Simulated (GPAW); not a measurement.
# SiC (Moissanite) (P6_3mc) in GPAW: further runs

One crystal, SiC (Moissanite), is run at these levels: PBE; tasks: equation of state.

Everything below comes from runs of GPAW 26.7.0. Logs are shortened: lines on timing, memory, paths and dates and some standing lists are left out, and cuts for length are marked. The log counts tension as positive stress, the text compression.

## 1. The crystal as given

The structure is hexagonal, space group P6_3mc (No. 186). Conventional cell: a = 3.076 Å, b = 3.076 Å, c = 5.048 Å, α = 90.00°, β = 90.00°, γ = 120.00°. Si (site symmetry 3m) is surrounded by 4 C at 1.87 to 1.94 Å. C (site symmetry 3m) has 4 Si at 1.87 to 1.94 Å as nearest neighbours.

## 2. Equation of state, PBE

Contents of run.py:

```python
from ase import Atoms
from ase.eos import EquationOfState
from ase.io import Trajectory
from ase.units import GPa
from gpaw import GPAW

atoms = Atoms(['Si', 'Si', 'C', 'C'],
              cell=[[3.076, 0.0, 0.0],
                    [-1.538, 2.663894142, 0.0],
                    [0.0, 0.0, 5.048]],
              scaled_positions=[[0.6666666667, 0.3333333333, 0.5],
                                [0.3333333333, 0.6666666667, 0.0],
                                [0.6666666667, 0.3333333333, 0.885],
                                [0.3333333333, 0.6666666667, 0.385]],
              pbc=True)

traj = Trajectory('eos.traj', 'w')
volumes, energies = [], []
for x in [0.94, 0.96, 0.98, 1.0, 1.02, 1.04, 1.06]:
    a = atoms.copy()
    a.set_cell(atoms.cell * x**(1 / 3), scale_atoms=True)
    calc = GPAW(mode='lcao',
                h=0.18,
                basis='dz(dzp)',
                xc='PBE',
                kpts={'size': (7, 7, 4), 'gamma': True},
                occupations={'name': 'fermi-dirac', 'width': 0.05},
                convergence={'density': 1e-05, 'energy': 1e-05},
                maxiter=150,
                txt=f'eos-{x:.2f}.txt')
    a.calc = calc
    energies.append(a.get_potential_energy(force_consistent=True))
    volumes.append(a.get_volume())
    calc.write(f'eos-{x:.2f}.gpw')
    traj.write(a)
    print(f'{x:.2f} {volumes[-1]:10.4f} A^3 {energies[-1]:14.6f} eV', flush=True)

v0, e0, B = EquationOfState(volumes, energies, eos='birchmurnaghan').fit()
print(f'V0 = {v0:.4f} A^3, E0 = {e0:.6f} eV, B0 = {B / GPa:.2f} GPa')
```

Potentials or basis: GPAW PAW data sets (gpaw-data 1.2.1), lcao:dz(dzp).

Command:

```console
$ OMP_NUM_THREADS=1 python run.py
```

Standard output:

```text
__  _  _
 | _ |_)|_||  |
 |__||  | ||/\| - 26.7.0

Input parameters:
  mode=LCAO(),
  basis={'default': 'dz(dzp)'},
  convergence={'density': 1e-05, 'energy': 1e-05},
  h=0.18,
  kpts=MonkhorstPack(size=(7, 7, 4), gamma=True),
  maxiter=150,
  occupations=Occupations(name='fermi-dirac', width=0.05),
  xc=XC(name='PBE')

           C

           Si
        C

        Si

Atoms  # Å, Bohr magnetons
|   | symbol |         x |        y |        z |    initial magnetic moments |
|---|--------|-----------|----------|----------|-----------------------------|
| 0 |     Si |  1.506603 | 0.869838 | 2.472475 | ( 0.0000,  0.0000,  0.0000) |
| 1 |     Si | -0.000000 | 1.739676 | 0.000000 | ( 0.0000,  0.0000,  0.0000) |
| 2 |      C |  1.506603 | 0.869838 | 4.376281 | ( 0.0000,  0.0000,  0.0000) |
| 3 |      C | -0.000000 | 1.739676 | 1.903806 | ( 0.0000,  0.0000,  0.0000) |

Unit cell  # Å
| periodic |         x |        y |        z |  lengths |     angles |
|----------|-----------|----------|----------|----------|------------|
|      yes |  3.013207 | 0.000000 | 0.000000 | 3.013207 |  90.000000 |
|      yes | -1.506603 | 2.609514 | 0.000000 | 3.013207 |  90.000000 |
|      yes |  0.000000 | 0.000000 | 4.944951 | 4.944951 | 120.000000 |

Number of symmetries: 6
Symmetry operations  # r_c * U_cc + t_c -> r_c
|   | kind |            matrix            |
|---|------|------------------------------|
| 0 |  σ   |  1, 1, 0,  0,-1, 0,  0, 0, 1 |
| 1 |  E   |  1, 0, 0,  0, 1, 0,  0, 0, 1 |
| 2 |  C3  |  0, 1, 0, -1,-1, 0,  0, 0, 1 |
| 3 |  σ   |  0,-1, 0, -1, 0, 0,  0, 0, 1 |
| 4 |  σ   | -1, 0, 0,  1, 1, 0,  0, 0, 1 |
| 5 |  C3  | -1,-1, 0,  1, 0, 0,  0, 0, 1 |

BZ-sampling:
  Number of BZ points: 196
  Number of IBZ points: 28

  Monkhorst-Pack size: [7, 7, 4]
  Monkhorst-Pack shift: [0.0, 0.0, 0.125]

K-points  # in reciprocal-cell coordinates
|     |                                coordinates |     weight |
|-----|--------------------------------------------|------------|
|   0 | (  0.00000000,   0.00000000,   0.00000000) | 0.00510204 |
|   1 | (  0.00000000,   0.00000000,   0.25000000) | 0.01020408 |
|   2 | (  0.00000000,   0.00000000,   0.50000000) | 0.00510204 |
|   3 | (  0.14285714,   0.00000000,  -0.25000000) | 0.03061224 |
|   4 | (  0.14285714,   0.00000000,   0.00000000) | 0.03061224 |
|   5 | (  0.14285714,   0.00000000,   0.25000000) | 0.03061224 |
|   6 | (  0.14285714,   0.00000000,   0.50000000) | 0.03061224 |
|   7 | (  0.28571429,  -0.14285714,   0.00000000) | 0.03061224 |
|   8 | (  0.28571429,  -0.14285714,   0.25000000) | 0.06122449 |
|   9 | (  0.28571429,  -0.14285714,   0.50000000) | 0.03061224 |
| ... |                                            |            |
|  27 | (  0.42857143,   0.42857143,   0.50000000) | 0.03061224 |

basis functions: 32
Spin-components: 1 (collinear spins)
Bands:           14
Projectors:      20
Spin-degeneracy: 2
Datatype:        <class 'complex'>

Parallelization:
  kpt:    1
  domain: 1
  band:   1

Density:
  Valence electrons: 16.0
  Components: 1
  Grid points: [16 16 28]
  Charge: 0.0  # |e|

Potential:
  Grid points: [16 16 28]

species:
  Si:
    name:    Silicon
    Z:       14.0
    valence: 4
    core:    10
    charge:  0.0  # [|e|]
    compensation charges:
      type: gauss
      rc: 0.33  # [Å]
      lmax: 2
    cutoffs:
      filter: 1.86  # [Å]
      core: 2.06  # [Å]
    projectors
    | kind |    occ | energy [eV] | rcut [Å] |
    |------|--------|-------------|----------|
    |   3s |  2.000 |     -10.812 |    1.058 |
    |   3p |  2.000 |      -4.081 |    1.058 |
    |    s |        |      16.399 |    1.058 |
    |    p |        |      23.130 |    1.058 |
    |    d |        |       0.000 |    1.058 |

    LCAO basis set for Si:
      Name: dz(dzp)
      File: <dir>
      Number of radial functions: 4
      Number of spherical harmonics: 8
        l=0, rc=6.8594 Bohr: 3s-sz confined orbital
        l=1, rc=9.0625 Bohr: 3p-sz confined orbital
        l=0, rc=3.8906 Bohr: 3s-dz split-valence wave
        l=1, rc=5.2344 Bohr: 3p-dz split-valence wave
      Number of RI-basis functions 0

  C:
    name:    Carbon
    Z:       6.0
    valence: 4
    core:    2
    charge:  0.0  # [|e|]
    compensation charges:
      type: gauss
      rc: 0.20  # [Å]
      lmax: 2
    cutoffs:
      filter: 1.14  # [Å]
      core: 1.14  # [Å]
    projectors
    | kind |    occ | energy [eV] | rcut [Å] |
    |------|--------|-------------|----------|
    |   2s |  2.000 |     -13.751 |    0.635 |
    |   2p |  2.000 |      -5.284 |    0.635 |
    |    s |        |      13.461 |    0.635 |
    |    p |        |      21.927 |    0.635 |
    |    d |        |       0.000 |    0.635 |

    LCAO basis set for C:
      Name: dz(dzp)
      File: <dir>
      Number of radial functions: 4
      Number of spherical harmonics: 8
        l=0, rc=5.5469 Bohr: 2s-sz confined orbital
        l=1, rc=6.6719 Bohr: 2p-sz confined orbital
        l=0, rc=3.0312 Bohr: 2s-dz split-valence wave
        l=1, rc=3.7500 Bohr: 2p-dz split-valence wave
      Number of RI-basis functions 0

Reference energy: -17827.944731  # eV

eigensolver:
  <gpaw.new.lcao.eigensolver.LCAOEigensolver object>
density mixing:
  MSR1-Mixer
  Pratt-step length: 0.05
  Maximum mixing coefficient: 0.75
  Old densities: 10
  SVD Regularization: 0.005
  Good broyden scale: 1.0
  Trust region scale: 1.0
  Backstep threshold: 4.0
  History deletion threshold: 6.0
  Fourier metric: weight=20.0, sigma=0.015

occupation numbers:
  Fermi-Dirac:
    width: 0.0500  # eV

FastPoissonSolver using
    Stencil: 8*3+1=25 point O(h^6) finite-difference Laplacian
    FFT axes: [np.int64(0), np.int64(1), np.int64(2)]
    FST axes: []

xc functional:
  name: PBE with 2 nearest neighbor stencil
interpolation: tri-quintic # 5. degree polynomial

           C

           Si
        C

        Si

Atoms  # Å, Bohr magnetons
|   | symbol |         x |        y |        z |    initial magnetic moments |
|---|--------|-----------|----------|----------|-----------------------------|
| 0 |     Si |  1.506603 | 0.869838 | 2.472475 | ( 0.0000,  0.0000,  0.0000) |
| 1 |     Si | -0.000000 | 1.739676 | 0.000000 | ( 0.0000,  0.0000,  0.0000) |
| 2 |      C |  1.506603 | 0.869838 | 4.376281 | ( 0.0000,  0.0000,  0.0000) |
| 3 |      C | -0.000000 | 1.739676 | 1.903806 | ( 0.0000,  0.0000,  0.0000) |

Unit cell  # Å
| periodic |         x |        y |        z |  lengths |     angles |
|----------|-----------|----------|----------|----------|------------|
|      yes |  3.013207 | 0.000000 | 0.000000 | 3.013207 |  90.000000 |
|      yes | -1.506603 | 2.609514 | 0.000000 | 3.013207 |  90.000000 |
|      yes |  0.000000 | 0.000000 | 4.944951 | 4.944951 | 120.000000 |

Number of symmetries: 6
Symmetry operations  # r_c * U_cc + t_c -> r_c
|   | kind |            matrix            |
|---|------|------------------------------|
| 0 |  σ   |  1, 1, 0,  0,-1, 0,  0, 0, 1 |
| 1 |  E   |  1, 0, 0,  0, 1, 0,  0, 0, 1 |
| 2 |  C3  |  0, 1, 0, -1,-1, 0,  0, 0, 1 |
| 3 |  σ   |  0,-1, 0, -1, 0, 0,  0, 0, 1 |
| 4 |  σ   | -1, 0, 0,  1, 1, 0,  0, 0, 1 |
| 5 |  C3  | -1,-1, 0,  1, 0, 0,  0, 0, 1 |

BZ-sampling:
  Number of BZ points: 196
  Number of IBZ points: 28

  Monkhorst-Pack size: [7, 7, 4]
  Monkhorst-Pack shift: [0.0, 0.0, 0.125]

K-points  # in reciprocal-cell coordinates
|     |                                coordinates |     weight |
|-----|--------------------------------------------|------------|
|   0 | (  0.00000000,   0.00000000,   0.00000000) | 0.00510204 |
|   1 | (  0.00000000,   0.00000000,   0.25000000) | 0.01020408 |
|   2 | (  0.00000000,   0.00000000,   0.50000000) | 0.00510204 |
|   3 | (  0.14285714,   0.00000000,  -0.25000000) | 0.03061224 |
|   4 | (  0.14285714,   0.00000000,   0.00000000) | 0.03061224 |
|   5 | (  0.14285714,   0.00000000,   0.25000000) | 0.03061224 |
|   6 | (  0.14285714,   0.00000000,   0.50000000) | 0.03061224 |
|   7 | (  0.28571429,  -0.14285714,   0.00000000) | 0.03061224 |
|   8 | (  0.28571429,  -0.14285714,   0.25000000) | 0.06122449 |
|   9 | (  0.28571429,  -0.14285714,   0.50000000) | 0.03061224 |
| ... |                                            |            |
|  27 | (  0.42857143,   0.42857143,   0.50000000) | 0.03061224 |

basis functions: 32
Spin-components: 1 (collinear spins)
Bands:           14
Projectors:      20
Spin-degeneracy: 2
Datatype:        <class 'complex'>

Parallelization:
  kpt:    1
  domain: 1
  band:   1

Density:
  Valence electrons: 16.0
  Components: 1
  Grid points: [16 16 28]
  Charge: 0.0  # |e|

Potential:
  Grid points: [16 16 28]

species:
  Si:
    name:    Silicon
    Z:       14.0
    valence: 4
    core:    10
    charge:  0.0  # [|e|]
    compensation charges:
      type: gauss
      rc: 0.33  # [Å]
      lmax: 2
    cutoffs:
      filter: 1.86  # [Å]
      core: 2.06  # [Å]
    projectors
    | kind |    occ | energy [eV] | rcut [Å] |
    |------|--------|-------------|----------|
    |   3s |  2.000 |     -10.812 |    1.058 |
    |   3p |  2.000 |      -4.081 |    1.058 |
    |    s |        |      16.399 |    1.058 |
    |    p |        |      23.130 |    1.058 |
    |    d |        |       0.000 |    1.058 |

    LCAO basis set for Si:
      Name: dz(dzp)
      File: <dir>
      Number of radial functions: 4
      Number of spherical harmonics: 8
        l=0, rc=6.8594 Bohr: 3s-sz confined orbital
        l=1, rc=9.0625 Bohr: 3p-sz confined orbital
        l=0, rc=3.8906 Bohr: 3s-dz split-valence wave
        l=1, rc=5.2344 Bohr: 3p-dz split-valence wave
      Number of RI-basis functions 0

  C:
    name:    Carbon
    Z:       6.0
    valence: 4
    core:    2
    charge:  0.0  # [|e|]
    compensation charges:
      type: gauss
      rc: 0.20  # [Å]
      lmax: 2
    cutoffs:
      filter: 1.14  # [Å]
      core: 1.14  # [Å]
    projectors
    | kind |    occ | energy [eV] | rcut [Å] |
    |------|--------|-------------|----------|
    |   2s |  2.000 |     -13.751 |    0.635 |
    |   2p |  2.000 |      -5.284 |    0.635 |
    |    s |        |      13.461 |    0.635 |
    |    p |        |      21.927 |    0.635 |
    |    d |        |       0.000 |    0.635 |

    LCAO basis set for C:
      Name: dz(dzp)
      File: <dir>
      Number of radial functions: 4
      Number of spherical harmonics: 8
        l=0, rc=5.5469 Bohr: 2s-sz confined orbital
        l=1, rc=6.6719 Bohr: 2p-sz confined orbital
        l=0, rc=3.0312 Bohr: 2s-dz split-valence wave
        l=1, rc=3.7500 Bohr: 2p-dz split-valence wave
      Number of RI-basis functions 0

Reference energy: -17827.944731  # eV

eigensolver:
  <gpaw.new.lcao.eigensolver.LCAOEigensolver object>
density mixing:
  MSR1-Mixer
  Pratt-step length: 0.05
  Maximum mixing coefficient: 0.75
  Old densities: 10
  SVD Regularization: 0.005
  Good broyden scale: 1.0
  Trust region scale: 1.0
  Backstep threshold: 4.0
  History deletion threshold: 6.0
  Fourier metric: weight=20.0, sigma=0.015

occupation numbers:
  Fermi-Dirac:
    width: 0.0500  # eV

FastPoissonSolver using
    Stencil: 8*3+1=25 point O(h^6) finite-difference Laplacian
    FFT axes: [np.int64(0), np.int64(1), np.int64(2)]
    FST axes: []

xc functional:
  name: PBE with 2 nearest neighbor stencil
interpolation: tri-quintic # 5. degree polynomial

convergence criteria:
[... 6 lines left out ...]
|iter     | |      energy | eigst |  dens |
|---------|-|-------------|-------|-------|
|iter:   1| |  -29.748151 |      c|       |
|iter:   2| |  -29.061229 |      c| -0.60 |
|iter:   3| |  -26.726820 |      c| -0.65 |
|iter:   4| |  -26.744474 |      c| -1.49 |
|iter:   5| |  -26.750623 |      c| -1.81 |
|iter:   6| |  -26.750619 |      c| -3.07 |
|iter:   7| |  -26.750618c|      c| -3.60 |
|iter:   8| |  -26.750618c|      c| -5.01c|

Converged in 8 steps
Energy contributions relative to reference atoms: (reference = -17827.944731)

Energy contributions:
  Kinetic:          59.292010
  Coulomb:         -47.991687
  Zero:              0.092078
  External:          0.000000
  Xc:              -38.143018
  Entropy:          -0.000000
  Spinorbit:         0.000000
  ----------------------------
  Free energy:     -26.750618
  Extrapolated:    -26.750618

dipole moment: (-0.000000, 0.000000, -8.606033)  # |e|*Ang

Fermi level: 11.239
Eigenvalues  # (at kpt = [0.000, 0.000, 0.000])
| band index |      eig [eV] | occ [0-2] |
|------------|---------------|-----------|
|          0 |        -6.989 |     2.000 |
|          1 |        -3.149 |     2.000 |
|          2 |         0.190 |     2.000 |
|          3 |         8.077 |     2.000 |
|          4 |         8.079 |     2.000 |
|          5 |         9.709 |     2.000 |
|          6 |         9.712 |     2.000 |
|          7 |        10.176 |     2.000 |
|          8 |        15.036 |     0.000 |
|          9 |        16.303 |     0.000 |
|         10 |        16.833 |     0.000 |
|         11 |        16.833 |     0.000 |
|         12 |        17.916 |     0.000 |
|         13 |        19.922 |     0.000 |

Gap: 2.905 eV
Transition (v -> c):
  (s=0, k=0, n=7, [0.00, 0.00, 0.00]) -> (s=0, k=19, n=8, [0.43, 0.00, 0.00])
Direct/indirect transitions are different
Direct gap: 4.859 eV
Transition at: (s=0, k=0, n=7, [0.00, 0.00, 0.00])
# Writing to eos-0.94.gpw (mode='')
```

Run time: 3.3 min. Hardware: 1 thread of Arm Neoverse V1, shared host; peak memory 0.2 GiB.

These settings aren't checked as converged: the numbers below hold their error.

What came out:

```
Equilibrium volume                        : 11.16 Å³/atom (rough: see the caveat)
Bulk modulus at fixed shape and positions : 208 GPa (rough)
```

Caveat: the minimum lies outside the volumes run; the cell was scaled at fixed shape and fractional positions, which overstates the stiffness of a crystal with free parameters, most of all of layers and chains; the basis of atomic orbitals isn't converged, which shifts pressures, moduli and gaps.

## 3. Equation of state, PBE

Contents of run.py:

```python
from ase.eos import EquationOfState
from ase.io import Trajectory, read
from ase.units import GPa
from gpaw import GPAW, PW, setup_paths

setup_paths.insert(0, '.')

atoms = read('POSCAR')

traj = Trajectory('eos.traj', 'w')
volumes, energies = [], []
for x in [0.94, 0.96, 0.98, 1.0, 1.02, 1.04, 1.06]:
    a = atoms.copy()
    a.set_cell(atoms.cell * x**(1 / 3), scale_atoms=True)
    calc = GPAW(mode=PW(800),
                xc='PBE',
                kpts={'size': (7, 7, 4), 'gamma': True},
                occupations={'name': 'fermi-dirac', 'width': 0.05},
                setups={'C': 'jth', 'Si': 'jth'},
                nbands=-10,
                convergence={'density': 1e-05, 'energy': 1e-05},
                maxiter=150,
                txt=f'eos-{x:.2f}.txt')
    a.calc = calc
    energies.append(a.get_potential_energy(force_consistent=True))
    volumes.append(a.get_volume())
    p = -a.get_stress()[:3].mean() / GPa
    calc.write(f'eos-{x:.2f}.gpw')
    traj.write(a)
    print(f'{x:.2f} {volumes[-1]:10.4f} A^3 {energies[-1]:14.6f} eV {p:9.3f} GPa', flush=True)

v0, e0, B = EquationOfState(volumes, energies, eos='birchmurnaghan').fit()
print(f'V0 = {v0:.4f} A^3, E0 = {e0:.6f} eV, B0 = {B / GPa:.2f} GPa')
```

Contents of POSCAR:

```
SiC
1.0
    3.0760000000      0.0000000000      0.0000000000
   -1.5380000000      2.6638941420      0.0000000000
    0.0000000000      0.0000000000      5.0480000000
Si C
2 2
Direct
    0.6666666667      0.3333333333      0.5000000000
    0.3333333333      0.6666666667      0.0000000000
    0.6666666667      0.3333333333      0.8850000000
    0.3333333333      0.6666666667      0.3850000000
```

Potentials or basis: JTH PAW 2.0, PBE, pw.

Command:

```console
$ OMP_NUM_THREADS=1 python run.py
```

Wall time 2 min (1 thread of INTEL XEON PLATINUM 8581C at 2.10GHz (Emerald Rapids), shared host); peak memory 0.3 GiB.

Results (log left out):

```
Equilibrium volume                        : 10.51 Å³/atom (rough: see the caveat)
Bulk modulus at fixed shape and positions : 224 GPa (rough)
```

Energy against volume, from the lowest point:
| volume (Å³/atom) | energy (meV/atom) |
| --- | --- |
| 9.721 | 44.51 |
| 9.927 | 23.77 |
| 10.134 | 10.11 |
| 10.341 | 2.08 |
| 10.548 | 0.00 |
| 10.755 | 3.91 |
| 10.961 | 12.89 |

Caveat: the fit is doubtful: noisy points or a state that changes with volume; the program truncates these outside data sets; the cell was scaled at fixed shape and fractional positions, which overstates the stiffness of a crystal with free parameters, most of all of layers and chains.
